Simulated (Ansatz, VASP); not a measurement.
BAs in VASP and in Ansatz

INCAR

```
SYSTEM = BAs
  PREC = Accurate
  ENCUT = 520
  EDIFF = 1E-6
  ISMEAR = 0
  SIGMA = 0.05
  LREAL = .False.
  LASPH = .True.
  NELM = 60
  ALGO = Normal
  ISIF = 2
  LWAVE = .False.
  LCHARG = .False.
  GGA = PE
  NBANDS = 11
```

File KPOINTS:

```
regular mesh
0
Gamma
  10 10 10
  0 0 0
```

Contents of POSCAR:

```
BAs
1.0
    0.0000000000      2.4044111616      2.5005876081
    2.4044111616      0.0000000000      2.5005876081
    2.4044111616      2.4044111616      0.0000000000
B As
1 1
Direct
    0.0000000000      0.0000000000      0.0000000000
    0.7500000000      0.7500000000      0.7500000000
```

Input for Ansatz:

```yaml
crystal:
  lattice:
    - [0.0, 2.4044111616, 2.5005876081]
    - [2.4044111616, 0.0, 2.5005876081]
    - [2.4044111616, 2.4044111616, 0.0]
  atoms:
    - { symbol: B, position: [0.0, 0.0, 0.0] }
    - { symbol: As, position: [0.75, 0.75, 0.75] }
basis:
  ecutwfc: 420
kpoints:
  mp_grid: { grid: [10, 10, 10] }
hamiltonian:
  xc: pbe
scf:
  occupations: { method: gaussian, width: 0.05 }
output:
  forces: true
  stress: true
  eigenvalues: true
```

Change from the starting cell: strain +0.000 along x and y, +0.040 along z, atoms carried along.

Alike in both runs: task single point; functional PBE; k mesh 10 × 10 × 10; occupations gaussian, width 0.05 eV; no spin polarisation.

|  | VASP | Ansatz |
| --- | --- | --- |
| version | VASP 6.6.1 | Ansatz 0.2.0 |
| potentials or method | VASP PAW PBE potentials, release 64 (B, As) | scalar-relativistic, plane waves, PAW |
| plane-wave cutoff (eV) | 520 | 420 |
| valence electrons in the cell | 8 | 18 |

VASP gave:

```
gap on the k mesh at the Fermi level (eV)       : 0.95
least direct gap on the mesh (eV)               : 3.00
pressure (GPa)                                  : -4.2
largest component of the traceless stress (GPa) : 5.39
```

Problem. Which values does Ansatz return?

Solution. gap on the k mesh at the Fermi level (eV): 0.96; least direct gap on the mesh (eV): 3.01; pressure (GPa): -4.7; largest component of the traceless stress (GPa): 5.41.

The two sets of potentials don't hold the same shells in valence.

A k mesh can miss the band edges.
